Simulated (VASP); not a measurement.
# CdSe (Fm-3m) in VASP: further runs, part 2 of 2

VASP 6.6.1. The steps go on from the part before.

**6. Relaxation of cell and atoms, PBEsol**

Input file INCAR:

```
SYSTEM = CdSe
  PREC = Accurate
  ENCUT = 300
  EDIFF = 1E-7
  ISMEAR = 0
  SIGMA = 0.1
  LREAL = .FALSE.
  LASPH = .TRUE.
  NELM = 80
  ALGO = Normal
  ISIF = 3
  LWAVE = .FALSE.
  LCHARG = .FALSE.
  GGA = PS
  IBRION = 2
  NSW = 90
  EDIFFG = -0.005
```

Input file KPOINTS:

```
Automatic mesh
0
G
  12 12 12
  0 0 0
```

Input file POSCAR:

```
CdSe
1.0
    0.0000000000      2.8739580000      2.8739580000
    2.8739580000      0.0000000000      2.8739580000
    2.8739580000      2.8739580000      0.0000000000
Cd Se
1 1
Direct
    0.0000000000      0.0000000000      0.0000000000
    0.5000000000      0.5000000000      0.5000000000
```

Potentials or basis: VASP PAW PBE potentials, release 64 (Cd, Se).

On the command line:

```
cat potpaw_PBE.64/Cd/POTCAR potpaw_PBE.64/Se/POTCAR > POTCAR
mpirun -np 1 vasp_std > vasp.out
```

OUTCAR:

```text
SYSTEM = CdSe
   PREC = Accurate
   ENCUT = 300
   EDIFF = 1E-7
   ISMEAR = 0
   LREAL = .FALSE.
   LASPH = .TRUE.
   NELM = 80
   ISIF = 3
   GGA = PS
   IBRION = 2
   NSW = 90
   EDIFFG = -0.005

 ion  position               nearest neighbor table
   1  0.000  0.000  0.000-   2 2.87   2 2.87   2 2.87   2 2.87   2 2.87   2 2.87
   2  0.500  0.500  0.500-   1 2.87   1 2.87   1 2.87   1 2.87   1 2.87   1 2.87

  LATTYP: Found a face centered cubic cell.
 ALAT       =     5.7479160000

  Lattice vectors:

 A1 = (   0.0000000000,   2.8739580000,   2.8739580000)
 A2 = (   2.8739580000,   0.0000000000,   2.8739580000)
 A3 = (   2.8739580000,   2.8739580000,   0.0000000000)

Analysis of symmetry for initial positions (statically):
=====================================================================
 Subroutine PRICEL returns:
 Original cell was already a primitive cell.

 Routine SETGRP: Setting up the symmetry group for a
 face centered cubic supercell.

 Subroutine GETGRP returns: Found 48 space group operations
 (whereof 48 operations were pure point group operations)
 out of a pool of 48 trial point group operations.

The static configuration has the point symmetry O_h .

Analysis of symmetry for dynamics (positions and initial velocities):
=====================================================================
 Subroutine PRICEL returns:
 Original cell was already a primitive cell.

 Routine SETGRP: Setting up the symmetry group for a
 face centered cubic supercell.

 Subroutine GETGRP returns: Found 48 space group operations
 (whereof 48 operations were pure point group operations)
 out of a pool of 48 trial point group operations.

The dynamic configuration has the point symmetry O_h .

 Subroutine INISYM returns: Found 48 space group operations
 (whereof 48 operations are pure point group operations),
 and found     1 'primitive' translations

----------------------------------------------------------------------------------------

                                     Primitive cell

  volume of cell :      47.4757

  direct lattice vectors                    reciprocal lattice vectors
     0.000000000  2.873958000  2.873958000    -0.173976098  0.173976098  0.173976098
     2.873958000  0.000000000  2.873958000     0.173976098 -0.173976098  0.173976098
     2.873958000  2.873958000  0.000000000     0.173976098  0.173976098 -0.173976098

  length of vectors
     4.064390381  4.064390381  4.064390381     0.301335442  0.301335442  0.301335442

  position of ions in fractional coordinates (direct lattice)
     0.000000000  0.000000000  0.000000000
     0.500000000  0.500000000  0.500000000

  ion indices of the primitive-cell ions
   primitive index   ion index
                 1           1
                 2           2

----------------------------------------------------------------------------------------

 KPOINTS: Automatic mesh

Automatic generation of k-mesh.
 Grid dimensions read from file:
 generate k-points for:   12   12   12

 Generating k-lattice:

  Cartesian coordinates                     Fractional coordinates (reciprocal lattice)
    -0.014498008  0.014498008  0.014498008     0.083333333  0.000000000  0.000000000
     0.014498008 -0.014498008  0.014498008     0.000000000  0.083333333  0.000000000
[... 55 lines left out ...]
   LASPH  =      T    aspherical Exc in radial PAW
   ENCUT  =  300.0 eV  22.05 Ry    4.70 a.u.   5.74  5.74  5.74*2*pi/ulx,y,z
   NELM   =     80;   NELMIN=  2; NELMDL= -5     # of ELM steps
   EDIFF  = 0.1E-06   stopping-criterion for ELM
   LREAL  =      F    real-space projection
   EDIFFG = -.5E-02   stopping-criterion for IOM
   NSW    =     90    number of steps for IOM
   IBRION =      2    ionic relax: 0-MD 1-quasi-New 2-CG
   NFREE  =      1    steps in history (QN), initial steepest desc. (CG)
   ISIF   =      3    stress and relaxation
   ISYM   =      2    0-nonsym 1-usesym 2-fastsym
   POTIM  = 0.5000    time-step for ionic-motion
   TEBEG  =    0.0;   TEEND  =   0.0 temperature during run
   PSTRESS=    0.0 pullay stress
   NELECT =      18.0000    total number of electrons
   NUPDOWN=      -1.0000    fix difference up-down
   EMIN   =  10.00;   EMAX   =-10.00  energy-range for DOS
   EFERMI =   0.00;   METHOD = LEGACY
   ISMEAR =     0;   SIGMA  =   0.10  broadening in eV -4-tet -1-fermi 0-gaus
   EFERMI_NEDOS =   21; number of points for ismear=-14 and -15
   IALGO  =     38    algorithm
   IMIX   =      4    mixing-type and parameters
     AMIX     =   0.40;   BMIX     =  1.00
     AMIX_MAG =   1.60;   BMIX_MAG =  1.00
  volume/ion in A,a.u.               =      23.74       160.19
  Fermi-wavevector in a.u.,A,eV,Ry     =   1.184882  2.239103 19.101849  1.403946
  Thomas-Fermi vector in A             =   2.321088
   LORBIT       =      0    0 simple, 1 ext, 2 COOP (PROOUT), +10 PAW based schemes
   GGA     = PS    functional components
   LHFCALC =     F    Hartree Fock is set to
   AEXX    =    0.0000 exact exchange contribution
   IVDW    =     0    specifies the selected vdW correction
   LEPSILON=     F    determine dielectric tensor
   LRPA    =     F    only Hartree local field effects (RPA)
 conjugate gradient relaxation of ions
 non-spin polarized calculation
 Gauss-broadening in eV      SIGMA  =   0.10
  energy-cutoff  :      300.00
  volume of cell :       47.48
 maximum number of plane-waves:       569
   NGX = 11   NGY = 11   NGZ = 11

--------------------------------------- Ionic step        1  -------------------------------------------

 number of electron      18.0000000 magnetization

 Free energy of the ion-electron system (eV)
  ---------------------------------------------------
  ext. energy  EPLUGINS =         0.00000000
  ---------------------------------------------------
  free energy    TOTEN  =        -5.95985432 eV

  energy without entropy =       -5.95630412  energy(sigma->0) =       -5.95807922

------------------------ aborting loop because EDIFF is reached ----------------------------------------

  FORCE on cell =-STRESS in cart. coord.  units (eV):
  Direction    XX          YY          ZZ          XY          YZ          ZX
  --------------------------------------------------------------------------------------
  -------------------------------------------------------------------------------------
  Total       -1.0507823     -1.0507823     -1.0507823     -0.0000000     -0.0000000      0.0000000
  in kB      -35.4610895    -35.4610895    -35.4610895     -0.0000000     -0.0000000      0.0000000
  external PRESSURE =     -35.4610895 kB  Pullay stress =       0.0000000 kB
[... 59 lines left out ...]
--------------------------------------- Ionic step        3  -------------------------------------------

 number of electron      17.9999987 magnetization

 Free energy of the ion-electron system (eV)
  ---------------------------------------------------
  ext. energy  EPLUGINS =         0.00000000
  ---------------------------------------------------
  free energy    TOTEN  =        -5.99095141 eV

  energy without entropy =       -5.98754979  energy(sigma->0) =       -5.98925060

 E-fermi :   2.6663     XC(G=0): -10.4682

 val. band max:        2.6485102871   @ k =  -0.2500   0.1667   0.0000
 cond. band min:       2.8500726768   @ k =   0.0000   0.0000   0.0000
 fundamental gap:      0.2015623897
 Fermi energy:         2.6663425670

 k-point     1 :       0.0000    0.0000    0.0000
  band No.  band energies     occupation
      1     -10.6358      2.00000
      2      -5.3100      2.00000
      3      -5.3100      2.00000
      4      -5.2896      2.00000
      5      -5.2896      2.00000
      6      -5.2896      2.00000
      7       1.9435      2.00000
      8       1.9435      2.00000
      9       1.9435      2.00000
     10       2.8501      0.00937
     11      11.2858      0.00000
     12      11.2858      0.00000
     13      11.2858      0.00000
[... 354 lines left out ...]
  band No.  band energies     occupation
      1      -9.5967      2.00000
      2      -5.5328      2.00000
      3      -5.4675      2.00000
      4      -5.3754      2.00000
      5      -5.1250      2.00000
      6      -5.0937      2.00000
      7      -2.3421      2.00000
      8       0.9902      2.00000
      9       2.2066      2.00000
     10       5.9108      0.00000
     11       7.3545      0.00000
     12       8.6407      0.00000
     13      10.5291      0.00000

 [... further k-points ...]

------------------------ aborting loop because EDIFF is reached ----------------------------------------

  FORCE on cell =-STRESS in cart. coord.  units (eV):
  Direction    XX          YY          ZZ          XY          YZ          ZX
  --------------------------------------------------------------------------------------
  -------------------------------------------------------------------------------------
  Total        0.0005252      0.0005252      0.0005252      0.0000000      0.0000000     -0.0000000
  in kB        0.0187800      0.0187800      0.0187800      0.0000000      0.0000000     -0.0000000
  external PRESSURE =       0.0187800 kB  Pullay stress =       0.0000000 kB
[... 17 lines left out ...]
  FREE ENERGIE OF THE ION-ELECTRON SYSTEM (eV)
  ---------------------------------------------------
  free  energy   TOTEN  =        -5.9909514073 eV

  energy  without entropy=       -5.9875497927  energy(sigma->0) =       -5.98925060

 reached required accuracy - stopping structural energy minimisation
```

OSZICAR:

```text
N       E                     dE             d eps       ncg     rms          rms(c)
DAV:   1     0.690387974094E+02    0.69039E+02   -0.69071E+03  2050   0.814E+02
[... 27 lines left out ...]
DAV:   3    -0.599155534643E+01    0.59441E-02   -0.14819E-02  2132   0.146E+00    0.572E-01
DAV:   4    -0.599098325766E+01    0.57209E-03   -0.82211E-04  1937   0.256E-01    0.114E-01
DAV:   5    -0.599095103721E+01    0.32220E-04   -0.13080E-04  2222   0.166E-01    0.151E-02
DAV:   6    -0.599095078486E+01    0.25235E-06   -0.19244E-05  1902   0.607E-02    0.904E-03
DAV:   7    -0.599095167043E+01   -0.88557E-06   -0.11745E-06  2137   0.109E-02    0.589E-03
DAV:   8    -0.599095142202E+01    0.24841E-06   -0.29462E-07  1282   0.634E-03    0.393E-04
DAV:   9    -0.599095140732E+01    0.14698E-07   -0.12030E-08   936   0.869E-04
   3 F= -.59909514E+01 E0= -.59892506E+01  d E =-.310971E-01
```

CONTCAR:

```text
CdSe
   1.00000000000000
    -0.0000000000000000    2.8190128861225388    2.8190128861225388
     2.8190128861225388   -0.0000000000000000    2.8190128861225388
     2.8190128861225388    2.8190128861225388    0.0000000000000000
  Cd              Se
     1     1
Direct
     0.0000000000000000    0.0000000000000000    0.0000000000000000
     0.5000000000000000    0.5000000000000000    0.5000000000000000

  0.00000000E+00  0.00000000E+00  0.00000000E+00
  0.00000000E+00  0.00000000E+00  0.00000000E+00
```

Wall time 25 s (1 thread of AMD EPYC 9R45 (Zen 5), shared host); peak memory 0.13 GiB.

The run converged, but some of its settings lie outside the range that counts as converged, so its numbers aren't taken as properties of the crystal.

What came out:

```
Free energy                            : -5.9910 eV
Relaxed volume                         : 22.40 Å³/atom
Relaxed cell                           : a = 3.987 Å, b = 3.987 Å, c = 3.987 Å, α = 60.00°, β = 60.00°, γ = 60.00°
Space group after relaxing (to 0.05 Å) : Fm-3m (No. 225)
Energy gained by relaxing              : 15.5 meV/atom
Ionic steps                            : 3
Band gap on the k mesh                 : none (metal or under the smearing width)
```

Caveat: the cutoff is under 1.25 times the usual one of these potentials, so pressure, stress and relaxed cells hold a basis-set (Pulay) error; the PAW data sets were made with another functional, which shifts forces and pressure a little.

**7. Summary**

| level | potentials or basis | gap on the mesh (eV) | pressure (GPa) | relaxed volume (Å³/atom) |
| --- | --- | --- | --- | --- |
| PBEsol | VASP PAW PBE potentials, release 64 (Cd, Se) | none | 0.0 | 22.40 |
| LDA | VASP PAW LDA potentials, release 64 (Cd, Se) | none | 0.0 | 21.69 |
| PBE | VASP PAW PBE potentials, release 64 (Cd, Se) | none | 0.0 | 23.71 |
| PBE+D3(BJ) | VASP PAW PBE potentials, release 64 (Cd, Se) | none | 0.0 | 22.70 |

Alike in all rows: task relaxation of cell and atoms; no spin polarisation; cell relaxed; k mesh 12 × 12 × 12; cutoff (eV) 600; smearing gaussian 0.1 eV.

Caveats: the PAW data sets were made with another functional, which shifts forces and pressure a little (some runs); pairwise dispersion overbinds metals, which lowers pressure and volume (some runs).

Total energies depend on the potentials used, so only differences within one code and one set of settings carry meaning.
